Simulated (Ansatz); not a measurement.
# Black phosphorene monolayer in a perpendicular field, part 4 of 4

Wanted: the out-of-plane response of the black phosphorene monolayer. A positive field points along +c.

Ansatz 0.2.0; plane-wave DFT, PBE-D3(BJ), Ansatz PAW.

So far. Step 11 (Relaxing in the field, field -0.1 V/Å): The dipole is -0.0371 e·Å, and the gap on the mesh 0.731 eV. Step 12 (Response, atoms relaxed): The induced dipole is that of a conductor 4.59 Å thick.

**13. The same run with other settings: efield.amplitude = 0.05 and efield.ramp_width = 0.15 (continued)**

The electronic bands at the labelled points (eV, zero at the Fermi level of the run, which the smearing sets inside the gap):

```
  point  band 7  band 8  band 9  band 10  band 11  band 12  band 13  band 14
      Γ   -3.85   -2.25   -2.16    -0.38     0.35     1.17     2.32     3.06
halfway   -3.60   -2.36   -1.85    -0.97     1.37     1.68     1.73     2.78
      X   -2.96   -2.96   -1.43    -1.43     1.70     1.70     3.08     3.09
halfway   -3.30   -3.29   -1.88    -1.87     2.47     2.47     3.25     3.25
      S   -5.24   -5.24   -1.68    -1.68     2.01     2.01     3.86     3.86
halfway   -3.89   -3.00   -2.04    -1.61     1.79     1.91     2.06     4.19
      Γ   -3.85   -2.25   -2.16    -0.38     0.35     1.17     2.32     3.06
halfway   -4.43   -3.36   -2.08    -0.85     0.86     1.05     2.88     3.22
      Y   -3.12   -3.12   -2.41    -2.41     0.90     0.90     1.56     1.56
halfway   -4.16   -4.16   -1.80    -1.80     1.39     1.39     2.67     2.67
      S   -5.24   -5.24   -1.68    -1.68     2.01     2.01     3.86     3.86
```

```
                               quantity  this run  earlier run  difference
          dipole along the normal (e·Å)   0.01856      0.01113      0.0074
                gap along the path (eV)    0.7299       0.7300     -6.3e-5
smallest direct gap along the path (eV)    0.7314       0.7315     -6.2e-5
```

The applied field differs, and the slope found earlier predicts a dipole of 0.0186 e·Å; this run gives 0.0186 e·Å, in line with it.

**14. A changed input**

Another changed input: it repeats the earlier run at 0.03 V/Å with kpoints.mp_grid.grid from [10, 14, 1] to [15, 21, 1], scf.eigensolver.kind to davidson and basis.precision to f64.

Input file input.yaml:

```yaml
crystal:
  lattice:
    - [4.4417325633, 0.0, 0.0]
    - [0.0, 3.2954911764, 0.0]
    - [0.0, 0.0, 20.1229071008]
  atoms:
    - { symbol: P, position: [0.0825802332, 0.0, 0.4472515757] }
    - { symbol: P, position: [0.4174165276, 0.5, 0.4472514809] }
    - { symbol: P, position: [0.9174197668, 0.0, 0.5527484243] }
    - { symbol: P, position: [0.5825834724, 0.5, 0.5527485191] }
kpoints:
  mp_grid: { grid: [15, 21, 1] }
  band_path:
    path:
      - [0, 0, 0]
      - [0.5, 0, 0]
      - [0.5, 0.5, 0]
      - [0, 0, 0]
      - [0, 0.5, 0]
      - [0.5, 0.5, 0]
    npoints: 16
hamiltonian:
  xc: pbe
  dispersion: d3bj
scf:
  occupations: { method: fermi_dirac, width: 0.05 }
  convergence: { dr2_threshold: 1.0e-10 }
  eigensolver: { kind: davidson }
efield:
  axis: 3
  dipole_correction: true
  ramp_position: 0.97
  ramp_width: 0.06
  amplitude: 0.03
output:
  write_potential: true
  write_density: true
  volumetric_format: npy
basis:
  precision: f64
```

On the command line:

```sh
> ansatz run input.yaml --threads 2 --pin off --max-ram 3072MiB --backend cpu --events-out ev --progress --plain --runs-dir out
```

Numbers of over 12 decimals in the logs are rounded to 6 here.

What it wrote:

```text
[...]
Crystal: 4 atoms, lattice volume = 294.553 Å³
Basis set: ecut = 420 eV, 5791 PW (Γ)
Bands: 14, of which v1, the nominal top of the filled ones, is band 10 counted from 1 (9 counted from 0)
Symmetry: 4 space group operations
k-points: 88 of 315
[...]
SCF iter   3: F=—  HF=-3023.624922 eV  |F-HF|=—  |Δ(HF+E_count)|=   4.08e-2  Δρ=6.77e-4  dr2=1.69e-3  ethr=5.75e-6  p=0.011 e·Å  D=6.98e-3 V/Å  ΔV_dip=-0.14 eV  dr2_dipole=1.69e-6  V_vac-E_F(+/−)=4.74/4.33 eV  ⟨swp⟩=4.3  Hψ=6608  notcnv=0  defer=10
eigensolver tolerance schedule calibrated: the retry pair's looser diagonalisation under-reported the residual by θ = 0.32 (0.14/decade); ethr = c·dr2/N_el runs at the constant in force after the calibration composes with the one it found (an armed cap, an earlier calibration), c = 5.2e-2
SCF iter   4: F=—  HF=-3023.625266 eV  |F-HF|=—  |Δ(HF+E_count)|=   3.44e-4  Δρ=3.30e-4  dr2=1.10e-3  ethr=4.39e-6  p=0.010 e·Å  D=6.13e-3 V/Å  ΔV_dip=-0.12 eV  dr2_dipole=3.52e-5  V_vac-E_F(+/−)=4.76/4.34 eV  ⟨swp⟩=4.0  Hψ=3531  notcnv=0  defer=2
[...]
SCF iter  11: F=-3023.624955 eV  HF=-3023.624955 eV  |F-HF|=1.36e-12  |Δ(HF+E_count)|=  1.41e-11  Δρ=4.49e-8  dr2=1.17e-11  ethr=1.51e-12  p=0.011 e·Å  D=6.84e-3 V/Å  ΔV_dip=-0.14 eV  dr2_dipole=1.76e-12  V_vac-E_F(+/−)=4.73/4.33 eV  ⟨swp⟩=3.9  Hψ=2667  notcnv=0
the search or the solves at the SCF's close seem to have found levels that the self-consistency loop had missed (the run counts 2). By its estimate they hold under 1e-12 electrons; where the run keeps them, the occupations were computed again with them
SCF 1 converged in 11 iterations: F = -3023.624955 eV  dr2 = 1.17e-11
[...]
SCF converged after 11 iterations
Free energy (F): -3023.624955 eV
[...]
Internal energy: -3023.624942 eV  (E = F + TS)
E sigma→0 (E₀):  -3023.624949 eV
Entropy (-TS):   -0.000013 eV (-0.003 meV/atom)
Fermi energy:    -1.428404 eV
Dipole field:    D = 0.006838 V/Å  (p = 0.011131 e·Å, saw-weighted, corrected)
Work function:   not extracted (applied field tilts the vacuum); planar V_es + V_field profile in the machine report
[...]
--- Band table (eV; the first three rows and the last of 88) ---
  k-point 0: bands = [... 6 lower, -5.2827, -3.6831, -3.5891, -1.8105, -1.0789, -0.2580, 0.8917, 1.6323]
  k-point 1: bands = [... 6 lower, -5.4490, -3.7627, -3.6689, -1.8090, -1.0528, -0.0227, 1.1283, 1.4605]
  k-point 2: bands = [... 6 lower, -5.8527, -4.1568, -3.6291, -1.8302, -0.9745, 0.6151, 1.0329, 1.7069]
  k-point 87: bands = [... 6 lower, -6.5959, -6.4076, -3.1487, -3.1005, 0.5759, 0.6399, 2.2197, 2.4065]
```

The job ended after 92 s (2 threads of AMD EPYC 7R43, shared host; peak memory 0.6 GiB; 3 min of CPU time).

Numbers from this step:

```
dipole along the normal            : 0.01113 e·Å
gap along the path                 : 0.7301 eV
smallest direct gap along the path : 0.7316 eV
gap, the smaller of path and mesh  : 0.7301 eV
```

Electronic bands along the path, in eV, zero at the Fermi level of the run, which the smearing sets inside the gap:

```
  point  band 7  band 8  band 9  band 10  band 11  band 12  band 13  band 14
      Γ   -3.85   -2.25   -2.16    -0.38     0.35     1.17     2.32     3.06
halfway   -3.60   -2.36   -1.85    -0.97     1.37     1.68     1.73     2.78
      X   -2.96   -2.96   -1.43    -1.43     1.70     1.70     3.08     3.09
halfway   -3.30   -3.29   -1.87    -1.87     2.47     2.47     3.25     3.25
      S   -5.24   -5.24   -1.68    -1.68     2.01     2.01     3.86     3.86
halfway   -3.89   -3.00   -2.04    -1.61     1.79     1.91     2.06     4.19
      Γ   -3.85   -2.25   -2.16    -0.38     0.35     1.17     2.32     3.06
halfway   -4.43   -3.36   -2.08    -0.85     0.86     1.05     2.88     3.22
      Y   -3.12   -3.12   -2.41    -2.41     0.90     0.90     1.56     1.56
halfway   -4.16   -4.16   -1.80    -1.80     1.39     1.39     2.67     2.67
      S   -5.24   -5.24   -1.68    -1.68     2.01     2.01     3.86     3.86
```

```
                               quantity  this run  earlier run  difference
          dipole along the normal (e·Å)   0.01113      0.01113     -1.5e-6
                gap along the path (eV)    0.7301       0.7300      1.2e-4
smallest direct gap along the path (eV)    0.7316       0.7315      1.2e-4
```

Nothing in the table moves by 0.01 in its unit (for the dipole 0.5 % and 5e-5 e·Å). The run took 11 SCF cycles against 10.

The path shows a nearly direct (within 0.01 eV) gap of 0.73 eV (valence top between Γ and Y, conduction bottom at Γ).

**15. Outcome**

* gap without field: 0.730 eV
* ionisation energy, upper face: 4.92 eV
* electron affinity, upper face: 4.19 eV
* equivalent conductor thickness, atoms held: 4.59 Å
* equivalent conductor thickness, atoms relaxed: 4.59 Å

What this shows: The induced dipole equals that of a perfect conductor 4.59 Å thick, while the outer atoms lie 2.12 Å apart; an out-of-plane ε follows only once a thickness t is chosen, by 1 − 1/ε = 4.59 Å / t. The gap stays within 0.01 eV of 0.73 eV over the fields run, up to 0.25 V/Å in size. Semilocal functionals give gaps that are too small, and excitons are not included.

[Logs are printed without paths, hosts, clocks, repeated set-up lines and the standing remarks that a program may print on its own settings, such as how far it seeks lower states.]

[Hosts, paths, dates, database ids (printed as entryN), source tags and the programs' standing remarks are cut or masked in the printed files.]

[Maps of the electrostatic potential energy from Ansatz leave out the sawtooth potential of an applied field or a dipole correction, so their vacuum need not be flat; planar profiles and work functions include it.]
